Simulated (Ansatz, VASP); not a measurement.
## HfN: VASP beside Ansatz

```
CELL_PARAMETERS angstrom
0.00000 2.25087 2.25087
2.25087 0.00000 2.25087
2.25087 2.25087 0.00000
ATOMIC_POSITIONS crystal
Hf 0.00000 0.00000 0.00000
N 0.50000 0.50000 0.50000
```

Alike in both runs: functional PBEsol; k mesh 16 × 16 × 16; occupations gaussian, width 0.1 eV; no spin polarisation.

Ansatz relaxed the structure, and its values are those at the end. VASP's run is a single point on that final structure, the one shown.

```csv
,VASP,Ansatz
version,VASP 6.6.1,Ansatz 0.2.0
potentials or method,"VASP PAW PBE potentials, release 64 (Hf_pv, N)","scalar-relativistic, plane waves, PAW"
plane-wave cutoff (eV),520,420
valence electrons in the cell,15,31
```

```csv
,VASP,Ansatz,Ansatz less VASP
gap on the k mesh at the Fermi level (eV),none,none,-
pressure (GPa),-2.2,0.0,+2.18
```

A gap of «none» marks a metal or a gap that the smearing closes. With one functional, cell and mesh, what is left measures potentials, basis and numerics. The two sets of potentials don't hold the same shells in valence.

Caveats: the PAW data sets were made with another functional, which shifts forces and pressure a little (VASP). The runs have no spin-orbit coupling, so splittings on Hf are missing.
